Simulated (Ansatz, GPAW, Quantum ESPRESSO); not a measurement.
# W: programs and potentials compared

```
W
1.0
    -1.58234    1.58234    1.58234
     1.58234   -1.58234    1.58234
     1.58234    1.58234   -1.58234
W
1
Cartesian
  0.0000 0.0000 0.0000
```

Alike in all runs: task band structure; functional revPBE; k mesh 12 × 12 × 12; occupations fermi-dirac, width 0.05 eV; no spin polarisation; no spin-orbit coupling. Pressure is positive in compression and, in plane waves, holds the error of the finite cutoff.

| program and potentials | plane-wave cutoff (eV) | notes | pressure (GPa) |
| --- | --- | --- | --- |
| Quantum ESPRESSO, SG15 PBE 1.2 | 1020 | potentials made for PBE; 28 valence electrons an atom on average | 13.01 |
| Ansatz, all-electron LAPW, scalar-relativistic | - | - | 8.68 |
| GPAW, the program's PAW data sets (release 1.2.1) made for this functional | 600 | 14 valence electrons an atom on average | 8.66 |

The pressure spans 8.66 (GPAW, the program's PAW data sets (release 1.2.1) made for this functional) to 13.01 GPa (Quantum ESPRESSO, SG15 PBE 1.2), with all-electron results at 8.68.

The functional is the same throughout but for its coding, so the spread measures potentials, basis and numerics; runs on potential files found faulty are left out.
